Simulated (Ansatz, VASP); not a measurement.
# Cross-check of GaP between VASP and Ansatz

Aim: how closely do two programs agree when they are given the same cell, functional and k mesh? The cell is a member of a volume series, scaled by 0.985 from a relaxed one, so a pressure remains.

Calculated with Ansatz 0.2.0; plane waves, with VASP 6.6.1 beside it; single point at HSE06.

## Step 1: The starting structure

It takes space group F-43m (No. 216, cubic). Conventional cell: a = 5.434 Å, b = 5.434 Å, c = 5.434 Å, α = 90.00°, β = 90.00°, γ = 90.00°. Ga has 4 P at 2.35 Å nearest. Nearest to P lie 4 Ga at 2.35 Å. Farther neighbours are not listed.

As a file:

```cif
data_structure
_symmetry_space_group_name_H-M 'P 1'
_symmetry_Int_Tables_number 1
_cell_length_a 3.8423
_cell_length_b 3.8423
_cell_length_c 3.8423
_cell_angle_alpha 60.000
_cell_angle_beta 60.000
_cell_angle_gamma 60.000
_cell_volume 40.11
loop_
_atom_site_label
_atom_site_type_symbol
_atom_site_fract_x
_atom_site_fract_y
_atom_site_fract_z
_atom_site_occupancy
Ga1 Ga 0.00000 0.00000 0.00000 1
P2 P 0.75000 0.75000 0.75000 1
```

## Step 2: VASP: single point, HSE06, volume scaled by 0.985

With cell and atoms fixed, the geometry can't cause a difference; cores, projectors, grids and the points listed under the comparison can.

Lines of VASP's logs that name or quote its potential files are left out, and so is its time.

The run reads the wave functions of an earlier VASP run, which isn't shown here.

The input asks for a relaxation, which ended at its first step since no free force or stress exceeded the threshold; so it serves as a single point.

The input, INCAR:

```
SYSTEM = GaP
PREC = Accurate
ENCUT = 450
EDIFF = 1E-06
NELM = 100
ISMEAR = 0
SIGMA = 0.03
LREAL = .FALSE.
ALGO = Normal
LHFCALC = .TRUE.
AEXX = 0.25
GGA = PE
HFSCREEN = 0.2
LASPH = .TRUE.
NBANDS = 15
PRECFOCK = Fast
LORBIT = 11
LWAVE = .FALSE.
LCHARG = .FALSE.
KPAR = 2
IBRION = 2
NSW = 30
ISIF = 4
EDIFFG = -0.01
```

The input, POSCAR:

```
GaP
1.0
    0.0000000000      2.7169143251      2.7169143251
    2.7169143251      0.0000000000      2.7169143251
    2.7169143251      2.7169143251      0.0000000000
Ga P
1 1
Direct
    0.0000000000      0.0000000000      0.0000000000
    0.7500000000      0.7500000000      0.7500000000
```

The input, KPOINTS:

```
Automatic mesh
0
Gamma
5 5 5
0 0 0
```

Potentials, in the order of the species: Ga_d and P (PBE family, release 64).

Command:

```sh
$ mpirun -np 2 vasp_std
```

Numbers of over 12 decimals in the logs are rounded to 6 here.

Log:

```text
[banner, memory and clock lines left out]
running    2 mpi-ranks, on    1 nodes
 distrk:  each k-point on    1 cores,    2 groups
 distr:  one band on    1 cores,    1 groups

 POSCAR found type information on POSCAR GaP
 POSCAR found :  2 types and       2 ions
 LDA part: xc-table for (Slater+PW92), standard interpolation
 found WAVECAR, reading the header
 POSCAR, INCAR and KPOINTS ok, starting setup
 FFT: planning ... GRIDC
 FFT: planning ... GRID_SOFT
 FFT: planning ... GRID
 reading WAVECAR
 the WAVECAR file was read successfully
 initial charge from wavefunction
 entering main loop
       N       E                     dE             d eps       ncg     rms          rms(c)
DAV:   1    -0.107936718945E+02   -0.10794E+02   -0.65794E-01   409   0.188E+01    0.142E+00
DAV:   2    -0.107850837570E+02    0.85881E-02   -0.69123E-02   420   0.422E+00    0.129E+00
DAV:   3    -0.107816743378E+02    0.34094E-02   -0.79622E-03   377   0.162E+00    0.783E-01
DAV:   4    -0.107812013797E+02    0.47296E-03   -0.17745E-03   385   0.449E-01    0.467E-01
DAV:   5    -0.107811389179E+02    0.62462E-04   -0.25929E-04   335   0.122E-01    0.274E-01
DAV:   6    -0.107811224398E+02    0.16478E-04   -0.30070E-05   335   0.525E-02    0.160E-01
DAV:   7    -0.107811144392E+02    0.80006E-05   -0.40900E-06   335   0.203E-02    0.909E-02
DAV:   8    -0.107811112902E+02    0.31489E-05   -0.16202E-06   321   0.925E-03    0.497E-02
DAV:   9    -0.107811103496E+02    0.94068E-06   -0.56866E-07   234   0.482E-03
   1 F= -.10781110E+02 E0= -.10781110E+02  d E =-.107811E+02
 curvature:   0.00 expect dE= 0.000E+00 dE for cont linesearch  0.000E+00
 trial: gam= 0.00000 g(F)=  0.206E-42 g(S)=  0.504E-33 ort = 0.000E+00 (trialstep = 0.100E+01)
 search vector abs. value=  0.100E-09
 reached required accuracy - stopping structural energy minimisation
```

OUTCAR, selected parts (step 2):

```text
ion  position               nearest neighbor table
   1  0.000  0.000  0.000-   2 2.35   2 2.35   2 2.35   2 2.35
   2  0.750  0.750  0.750-   1 2.35   1 2.35   1 2.35   1 2.35

  LATTYP: Found a face centered cubic cell.
 ALAT       =     5.4338286502

 Subroutine GETGRP returns: Found 24 space group operations
 (whereof 24 operations were pure point group operations)

The static configuration has the point symmetry T_d .

 Found     10 irreducible k-points:

   k-points           NKPTS =     10   k-points in BZ     NKDIM =    125   number of bands    NBANDS=     15

   dimension x,y,z NGX =    28 NGY =   28 NGZ =   28
   dimension x,y,z NGXF=    56 NGYF=   56 NGZF=   56

   ENCUT  =  450.0 eV  33.07 Ry    5.75 a.u.   6.65  6.65  6.65*2*pi/ulx,y,z

   NELECT =      18.0000    total number of electrons

 k-points in reciprocal lattice and weights: Automatic mesh
   0.00000000  0.00000000  0.00000000       0.008
   0.20000000  0.00000000  0.00000000       0.064
   0.40000000  0.00000000  0.00000000       0.064
   0.20000000  0.20000000  0.00000000       0.048
   0.40000000  0.20000000  0.00000000       0.192
  -0.40000000  0.20000000  0.00000000       0.192
  -0.20000000  0.20000000  0.00000000       0.096
   0.40000000  0.40000000  0.00000000       0.048
  -0.40000000  0.40000000  0.00000000       0.096
  -0.40000000  0.40000000  0.20000000       0.192

  exchange ACFDT corr.  =         0.00000000  see jH, gK, PRB 81, 115126

 average (electrostatic) potential at core
       1 -58.2659       2 -79.7451

 E-fermi :   4.5080

 k-point     1 :       0.0000    0.0000    0.0000
  band No.  band energies     occupation
    ...
      5     -12.6711      2.00000
      6      -9.5541      2.00000
      7       4.3019      2.00000
      8       4.3019      2.00000
      9       4.3019      2.00000
     10       7.2120      0.00000
     11       9.0945      0.00000
     12       9.0945      0.00000
     13       9.0945      0.00000
     14      14.2308      0.00000
    ...

 k-point     2 :       0.2000    0.0000    0.0000
  band No.  band energies     occupation
    ...
      5     -12.6709      2.00000
      6      -9.0034      2.00000
      7       1.1044      2.00000
      8       3.7740      2.00000
      9       3.7740      2.00000
     10       7.5922      0.00000
     11       9.8467      0.00000
     12       9.8467      0.00000
     13      10.9185      0.00000
     14      14.2609      0.00000
    ...

 k-point     3 :       0.4000    0.0000    0.0000
  band No.  band energies     occupation
    ...
      5     -12.6666      2.00000
      6      -7.6643      2.00000
      7      -2.3439      2.00000
      8       3.1618      2.00000
      9       3.1618      2.00000
     10       6.9581      0.00000
     11      10.0031      0.00000
     12      10.0031      0.00000
     13      13.5415      0.00000
     14      15.6125      0.00000
    ...

  Total        0.3483799      0.3483799      0.3483799      0.0000000      0.0000000      0.0000000
  in kB       13.9157247     13.9157247     13.9157247      0.0000000      0.0000000      0.0000000
  external PRESSURE =      13.9157247 kB  Pullay stress =       0.0000000 kB

  energy-cutoff  :      450.00
  volume of cell :       40.11
      direct lattice vectors                 reciprocal lattice vectors
     0.000000000  2.716914325  2.716914325    -0.184032303  0.184032303  0.184032303
     2.716914325  0.000000000  2.716914325     0.184032303 -0.184032303  0.184032303
     2.716914325  2.716914325  0.000000000     0.184032303  0.184032303 -0.184032303

 POSITION                                       TOTAL-FORCE (eV/Angst)
 -----------------------------------------------------------------------------------
      0.00000      0.00000      0.00000        -0.000000     -0.000000     -0.000000
      4.07537      4.07537      4.07537         0.000000      0.000000      0.000000
 -----------------------------------------------------------------------------------
    total drift:                                0.000077      0.000044      0.000036

  FREE ENERGIE OF THE ION-ELECTRON SYSTEM (eV)
  ---------------------------------------------------
  free  energy   TOTEN  =       -10.7811103496 eV

  energy  without entropy=      -10.7811103496  energy(sigma->0) =      -10.78111035

 reached required accuracy - stopping structural energy minimisation

 total charge
# of ion       s       p       d       tot
------------------------------------------
    1        0.823   0.863  10.032  11.717
    2        1.010   1.560   0.000   2.570
--------------------------------------------------
tot          1.832   2.423  10.032  14.287

[... 3 further parts left out ...]
```

CONTCAR:

```
GaP
   1.00000000000000
     0.0000000000000000    2.7169143250999999    2.7169143250999999
     2.7169143250999999    0.0000000000000000    2.7169143250999999
     2.7169143250999999    2.7169143250999999    0.0000000000000000
  Ga              P
     1     1
Direct
     0.0000000000000000    0.0000000000000000    0.0000000000000000
     0.7500000000000000    0.7500000000000000    0.7500000000000000
```

The k-mesh is coarse for exact exchange; levels may shift by about 0.1 eV on a finer one. The run keeps the 24 symmetry operations of its start, so it cannot find a distortion of lower symmetry.

## Step 3: Ansatz: single point, HSE06, volume scaled by 0.985

Ansatz runs on its default PAW (the set named soft_2) files.

The same cell, functional, mesh and smearing now go to Ansatz, which takes its cutoff from its data sets.

The input, input.yaml:

```yaml
crystal:
  lattice:
    - [0.0, 2.71691433, 2.71691433]
    - [2.71691433, 0.0, 2.71691433]
    - [2.71691433, 2.71691433, 0.0]
  atoms:
    - { symbol: Ga, position: [0.0, 0.0, 0.0] }
    - { symbol: P, position: [0.75, 0.75, 0.75] }
hamiltonian:
  xc: { exchange: pbe, correlation: pbe, exx: { coeff: 0.25, omega: 0.2 } }
  pseudopotentials: { kind: paw }
kpoints:
  mp_grid: { grid: [5, 5, 5] }
scf:
  occupations: { method: gaussian, width: 0.03 }
  n_extra_bands: 4
output:
  forces: true
  stress: true
  eigenvalues: true
```

Command:

```sh
$ ansatz run input.yaml --threads 4 --pin off --max-ram 9216MiB --backend cpu --events-out ev --progress --plain --runs-dir out
```

Log:

```text
Warning: output.stress: scf.convergence.dr2_threshold = 1e-7 eV (the SCF's general default) is looser than the 2e-10 eV advised for a printed stress (1e-10 eV for each atom of the cell: 2). What an SCF threshold leaves in a stress goes as its square root, and in the free energy as the threshold itself, and one threshold admits the most on a small cell: [figures from the program's tests cut] Set scf.convergence.dr2_threshold to 2e-10 eV or tighter. The threshold is an SCF's pass mark: one that does not reach it within its budget of iterations ends unconverged, or closes short of it on a stop that the run arms, and scf.convergence.dr2_threshold's page says what that costs each kind of run
Warning: output.stress: scf.exx.energy_threshold = 1e-6 eV is looser than the 2e-8 eV advised for a stress under a hybrid functional (1e-8 eV for each atom of the cell: 2). Every SCF of the exchange loop can meet its threshold on dr2 while the loop round them stops early: no threshold on dr2 bounds what that leaves in the stress. Set scf.exx.energy_threshold to 2e-8 eV or tighter. The threshold is the loop's pass mark: a loop that does not reach it within its budget of cycles ends unconverged, and scf.exx.energy_threshold's page has the law
scf.n_extra_bands = 4 over 9 filled bands (N_el = 18.0): the run solves 13 bands
Engine: ansatz 0.2.0, aarch64-unknown-linux-gnu
Pseudopotentials: kind: paw
Pseudopotential: Ga, paw, valence charge 13, recommended cutoff 420 eV (normal), Ga.paw.azcp
Pseudopotential: P, paw, valence charge 5, recommended cutoff 420 eV (normal), P.paw.azcp
Functional definition: unnamed
  parameter a_1 = 0.25
  parameter omega_1 = 0.2/angstrom
  exchange = pbe_x + (-a_1)*pbe_x_sr(omega_1) + a_1*exact_x_sr(omega_1)
  correlation = pbe_c
Crystal: 2 atoms, lattice volume = 40.110 Å³
Basis set: ecut = 420 eV, 749 PW (Γ), exchange–correlation on 54×54×54 points (8 copies of the dense FFT grid, shifted against one another)
Bands: 13, of which v1, the nominal top of the filled ones, is band 9 counted from 1 (8 counted from 0)
Symmetry: 24 space group operations
Space group: F-43m (ITA 216), of the structure as read, at distance tolerance 3.4e-5 Å
k-points: 10 of 125 (time reversal used)
Non-local potential: Ga, projectors of the file, l = 0: 2, l = 1: 2, l = 2: 3, l = 3: 1
Non-local potential: P, projectors of the file, l = 0: 2, l = 1: 2, l = 2: 2
PAW form: soft (Blöchl's): semilocal exchange-correlation on the pseudo side does not see the compensation charge
PAW frozen core: Ga, regenerated for the run's functional, and the local potential with it (the file was generated under x = pbe(κ = 0.804, μ = 0.219515), c = pbe(β = 0.066725))
PAW frozen core: P, regenerated for the run's functional, and the local potential with it (the file was generated under x = pbe(κ = 0.804, μ = 0.219515), c = pbe(β = 0.066725))
PAW one-centre angular grid: Ga, 590 points (default); XC on 64 Gauss nodes
PAW one-centre angular grid: P, 110 points (default); XC on 64 Gauss nodes
Initial density: superposition of atomic densities (neutral atoms: chi_scale 0, normalization atom), corrected by the library's trained network
Initial wavefunctions: pseudopotential atomic-orbital guess
Functional: x = pbe(κ = 0.804, μ = 0.219515), c = pbe(β = 0.066725), warm-up for x = pbe(κ = 0.804, μ = 0.219515) + 0.25 (exact − pbe) at short range (hse, ω = 0.2 Å⁻¹), c = pbe(β = 0.066725)
SCF iter   1: F=—  HF=-4539.495590 eV  |F-HF|=—  |Δ(HF+E_count)|=         —  Δρ=9.26e-4  dr2=4.72e-4  ethr=1.77e-3  ⟨swp⟩=7.1  Hψ=561  notcnv=0
preconditioner: auto → none  [insulator: Δε(μ)=1.568 eV  Ē_g=15.574 eV  σ=0.030 eV  W_gap=1.00  n_scr=14 (ndim 8)  ℏωp=24.9 eV  f_vac=0.011  D(μ)=0.00/eV (n_scr^D=0)]
SCF iter   2: F=-4539.495849 eV  HF=-4539.495835 eV  |F-HF|=1.37e-5  |Δ(HF+E_count)|=   2.45e-4  Δρ=3.59e-4  dr2=5.39e-5  ethr=2.62e-6  ⟨swp⟩=4.4  Hψ=427  notcnv=0
SCF 1 stopped early in 2 iterations: F = -4539.495849 eV  dr2 = 5.39e-5
  greatest PAW one-centre occupation: 0.994 electrons in one spin orbital (limit 2), on the Ga atom at site 0 (counted from 0), in its partial waves of l = 2
Initial density: handed on by an earlier stage of this run
Initial wavefunctions: those handed on with the density
Functional: x = pbe(κ = 0.804, μ = 0.219515) + 0.25 (exact − pbe) at short range (hse, ω = 0.2 Å⁻¹), c = pbe(β = 0.066725)
Exchange kernel: α = 0.2500, screened, ω = 0.2000 Å⁻¹, Wigner–Seitz truncation, v(0) = 1124.1715 eV·Å³, q-mesh 5×5×5, nearest image of the exchange supercell L = 19.21 Å, pair-density grid 15×15×15, without the augmentation charges, whose exchange is taken in its separable form by FFT convolution over the k-point mesh (sized by the pseudopotential files, 24×24×24 at the most), smooth part of the exact exchange by density-matrix convolution
Frozen-core exchange: fock
SCF iter   1: F=—  HF=-4540.580992 eV  |F-HF|=—  |Δ(HF+E_count)|=         —  Δρ=1.30e-2  dr2=2.69e-2  ethr=2.99e-6  ⟨swp⟩=6.3  Hψ=652  notcnv=0
preconditioner: auto → none  [insulator: Δε(μ)=2.254 eV  Ē_g=18.387 eV  σ=0.030 eV  W_gap=1.00  n_scr=14 (ndim 8)  ℏωp=24.9 eV  f_vac=0.011  D(μ)=0.00/eV (n_scr^D=0)]
SCF iter   2: F=—  HF=-4540.567599 eV  |F-HF|=—  |Δ(HF+E_count)|=   1.34e-2  Δρ=2.58e-3  dr2=2.44e-3  ethr=2.99e-6  ⟨swp⟩=4.0  Hψ=461  notcnv=0
SCF iter   3: F=—  HF=-4540.574112 eV  |F-HF|=—  |Δ(HF+E_count)|=   6.51e-3  Δρ=3.22e-3  dr2=1.51e-3  ethr=2.99e-6  ⟨swp⟩=4.0  Hψ=432  notcnv=0
SCF iter   4: F=—  HF=-4540.573949 eV  |F-HF|=—  |Δ(HF+E_count)|=   1.62e-4  Δρ=1.16e-3  dr2=2.72e-4  ethr=2.99e-6  ⟨swp⟩=3.0  Hψ=270  notcnv=0
iter 5 solved again at ethr=1.69e-8 eV; its pass at ethr=9.69e-7 eV (dr2=3.04e-6 eV) is discarded
SCF iter   5: F=—  HF=-4540.573957 eV  |F-HF|=—  |Δ(HF+E_count)|=   8.00e-6  Δρ=9.33e-5  dr2=1.22e-5  ethr=1.69e-8  ⟨swp⟩=3.3  Hψ=525  notcnv=0
eigensolver tolerance schedule: the retry pair's looser diagonalisation over-reported the residual by 0.14 of it (diagonalisation noise at 0.15 of the residual, at the tolerance the schedule requests for it); recorded, not acted on — ethr = c·dr2/N_el stays at c = 1.0e-1
SCF iter   6: F=—  HF=-4540.574139 eV  |F-HF|=—  |Δ(HF+E_count)|=   1.82e-4  Δρ=2.21e-4  dr2=8.74e-6  ethr=1.47e-8  ⟨swp⟩=4.2  Hψ=427  notcnv=0
SCF iter   7: F=-4540.574131 eV  HF=-4540.574131 eV  |F-HF|=2.35e-8  |Δ(HF+E_count)|=   7.80e-6  Δρ=1.06e-5  dr2=7.18e-8  ethr=1.47e-8  ⟨swp⟩=4.0  Hψ=362  notcnv=0
SCF 2 converged in 7 iterations: F = -4540.574131 eV  dr2 = 7.18e-8
  greatest PAW one-centre occupation: 0.995 electrons in one spin orbital (limit 2), on the Ga atom at site 0 (counted from 0), in its partial waves of l = 2
hybrid outer 1: dexx = +7.913e-3 eV, tail = 2.21e-5 eV
Exchange kernel: α = 0.2500, screened, ω = 0.2000 Å⁻¹, Wigner–Seitz truncation, v(0) = 1124.1715 eV·Å³, q-mesh 5×5×5, nearest image of the exchange supercell L = 19.21 Å, pair-density grid 15×15×15, without the augmentation charges, whose exchange is taken in its separable form by FFT convolution over the k-point mesh (sized by the pseudopotential files, 24×24×24 at the most), smooth part of the exact exchange by density-matrix convolution
Frozen-core exchange: fock
SCF iter   1: F=—  HF=-4540.573994 eV  |F-HF|=—  |Δ(HF+E_count)|=         —  Δρ=5.36e-5  dr2=1.62e-6  ethr=6.14e-7  ⟨swp⟩=3.8  Hψ=307  notcnv=0
preconditioner: auto → none  [insulator: Δε(μ)=2.288 eV  Ē_g=18.201 eV  σ=0.030 eV  W_gap=1.00  n_scr=14 (ndim 8)  ℏωp=24.9 eV  f_vac=0.009  D(μ)=0.00/eV (n_scr^D=0)]
SCF iter   2: F=—  HF=-4540.573994 eV  |F-HF|=—  |Δ(HF+E_count)|=   2.10e-7  Δρ=1.89e-5  dr2=1.63e-7  ethr=8.43e-9  ⟨swp⟩=3.6  Hψ=308  notcnv=0
SCF iter   3: F=—  HF=-4540.573994 eV  |F-HF|=—  |Δ(HF+E_count)|=   5.02e-7  Δρ=9.52e-6  dr2=4.52e-8  ethr=4.46e-10  ⟨swp⟩=3.8  Hψ=333  notcnv=0
SCF iter   4: F=-4540.573994 eV  HF=-4540.573994 eV  |F-HF|=4.98e-9  |Δ(HF+E_count)|=   1.30e-8  Δρ=1.19e-6  dr2=1.86e-9  ethr=2.17e-10  ⟨swp⟩=3.0  Hψ=268  notcnv=0
SCF 3 converged in 4 iterations: F = -4540.573994 eV  dr2 = 1.86e-9
  Residual-converged pass: ⟨swp⟩=3.0  Hψ=303  notcnv=0  max |occ|·‖R‖ = 2.1e-6 eV (tolerance 2.4e-6 eV)  dr2=1.89e-9  dr2_onsite=7.19e-9  max |Δocc| = 0.0e0
hybrid outer 2: dexx = +5.491e-7 eV, tail = 2.86e-8 eV, Δε = 2.63e-3 eV (about 1.08e-4 eV left of the loop's levels)
hybrid SCF converged: 2 outer / 11 inner (+2 warm-up), last move |dexx| = 5.49e-7 eV, tail = 2.86e-8 eV
Stability not checked: this state was not tested for a lower state beside it, because the functional holds exact exchange (a hybrid, or Hartree-Fock), whose exchange loop this test does not read (fock_operator; see scf.lower_state_search)
Free energy (F): -4540.573994 eV
Frozen-core exchange: fock
Harris-Foulkes:  -4540.573994 eV  (|F-HF|=4.98e-9)
Internal energy: -4540.573994 eV  (E = F + TS)
E sigma→0 (E₀):  -4540.573994 eV
Fermi energy:    7.905843 eV
--- Per-component energies (eV) ---
  E_band       = -94.120183
  E_kinetic    = 185.766784
  E_local      = -2198.012070  (includes V_loc(G=0)·N_el)
  E_nonlocal   = 460.035859
  E_hartree    = 1020.390493
  E_xc         = -105.616292
  E_vxc        = -95.881674  (∫ρ·V_xc dr)
  E_exx        = -56.593491  (= α·E_x^exact, valence–valence)
  E_paw        = -2529.910522  (= ΣΔE_a)
  E_vpaw       = -373.622299  (= ΣTr[D̂ρ^β])
  E_aug_tail   = -0.000105  (compensation charges beyond the density's cutoff)
  E_ewald      = -1316.672224
  E_core_change = 0.037573  (= ΣΔE_core)
  E_smearing   = -0.000000  (= −TS)
  E_closure    = 0.000002  (closes the sum)
  Σ components = -4540.573994   (vs F -4540.573994, Δ=0.00e0)
--- Forces (eV/Å), atoms counted from 1 ---
  atom   1  Ga    -0.00000000     0.00000000    -0.00000000
  atom   2  P      0.00000000     0.00000000     0.00000000
  max |Σ_I F_I| component: 7.17e-17 eV/Å
--- Stress (GPa, compression-positive) ---
        1.663261       0.000000       0.000000
        0.000000       1.663261       0.000000
        0.000000       0.000000       1.663261
  P = ⅓ Tr σ = 1.6633 GPa (16.633 kbar)
--- Band table (eV; the first three rows and the last of 10) ---
  k-point 0: bands = [... 5 lower, -7.0937, 6.7618, 6.7618, 6.7618, 9.6762, 11.5504, 11.5504, 11.5504]
  k-point 1: bands = [... 5 lower, -6.5435, 3.5637, 6.2333, 6.2333, 10.0535, 12.3010, 12.3010, 13.3746]
  k-point 2: bands = [... 5 lower, -5.2045, 0.1128, 5.6205, 5.6205, 9.4200, 12.4557, 12.4557, 15.9919]
  k-point 9: bands = [... 5 lower, -4.1577, -0.0173, 2.7670, 3.8276, 11.6957, 12.2868, 13.0936, 16.4952]
```

Elapsed: 10 s, on 4 threads of Arm Neoverse N1, shared host; peak memory 0.75 GiB; 34 s of CPU time.

Reading the cycles: dr2 is the Hartree energy of the density residual (eV), the measure of convergence; HF is the Harris–Foulkes estimate of the energy, which meets the free energy F at convergence.

The run ends at a pressure of 1.66 GPa.

(Continued in part 2 of 2.)

[Lines on the potential files, build, host, timing and source positions are cut from VASP's logs without a mark.]

[Logs are printed without paths, hosts, clocks, repeated set-up lines and the standing remarks that a program may print on its own settings, such as how far it seeks lower states.]

[Hosts, paths, dates, database ids (printed as entryN), source tags and the programs' standing remarks are cut or masked in the printed files.]
